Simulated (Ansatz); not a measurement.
H2O in its lowest state found on the top face of a (100) slab of Li (Im-3m (No. 229)), 4 planes, outer planes Li (top) and Li (bottom); 1 a cell of 44.22 Å², its atoms last:

```yaml
crystal:
  lattice:
    - [6.65010, 0.00000, 0.00000]
    - [0.00000, 6.65010, 0.00000]
    - [0.00000, 0.00000, 24.55368]
  atoms:
    - { symbol: Li, position: [0.25000, 0.75000, 0.32582] }
    - { symbol: Li, position: [0.25000, 0.25000, 0.32582] }
    - { symbol: Li, position: [0.75000, 0.75000, 0.32582] }
    - { symbol: Li, position: [0.75000, 0.25000, 0.32582] }
    - { symbol: Li, position: [0.50000, 0.50000, 0.39353] }
    - { symbol: Li, position: [0.50000, 0.00000, 0.39353] }
    - { symbol: Li, position: [0.00000, 0.50000, 0.39353] }
    - { symbol: Li, position: [0.00000, 0.00000, 0.39353] }
    - { symbol: Li, position: [0.74854, 0.24997, 0.46335] }
    - { symbol: Li, position: [0.76330, 0.74968, 0.46607] }
    - { symbol: Li, position: [0.25034, 0.24996, 0.46120] }
    - { symbol: Li, position: [0.23779, 0.74968, 0.46515] }
    - { symbol: Li, position: [0.01112, 0.01043, 0.54653] }
    - { symbol: Li, position: [0.01133, 0.48750, 0.54664] }
    - { symbol: Li, position: [0.49447, 0.99770, 0.53587] }
    - { symbol: Li, position: [0.49471, 0.50179, 0.53602] }
    - { symbol: O, position: [0.93394, 0.24895, 0.59347] }
    - { symbol: H, position: [0.78382, 0.24900, 0.58644] }
    - { symbol: H, position: [0.95213, 0.24937, 0.63318] }
```

All numbers below come from DFT PBE+D3(BJ), scalar-relativistic, plane waves, PAW (Ansatz). Settings: cutoff 420 eV, Γ-centred mesh 3×3×1 on the computed 19-atom cell, Gaussian smearing of 0.10 eV; no spin polarisation. A dipole correction removes the field between periodic images along c.

The clean top face has a work function of 3.14 eV. Adsorption changes the slab's dipole along +c by Δp = +0.1398 e·Å a cell (+0.67 D an adsorbate).

Q: What change of work function does the Helmholtz equation give?

A: A sheet of dipoles makes a step in an electron's potential energy of −e·Δp/(ε0·A), and e/ε0 = 180.95 eV·Å for Δp in e·Å: −180.95 × (0.1398)/44.22 = -0.57 eV. This is the change of φ(top) − φ(bottom). If the bottom face is unmoved, φ(top) becomes 2.56 eV.

Q: How does that compare with the calculation?

A: φ(top) changes by -0.66 eV and φ(bottom) by -0.09 eV, so their difference changes by -0.57 eV. The slab is thin enough for the adsorbate to shift the Fermi level against the bottom face too.

Q: What does the sign say about the electrons?

A: The change of dipole points out of the surface, so the work function falls. The molecule's own dipole can set this sign. Δp also holds the adsorbate's own dipole and the moves of the surface atoms, so it isn't a charge transfer alone.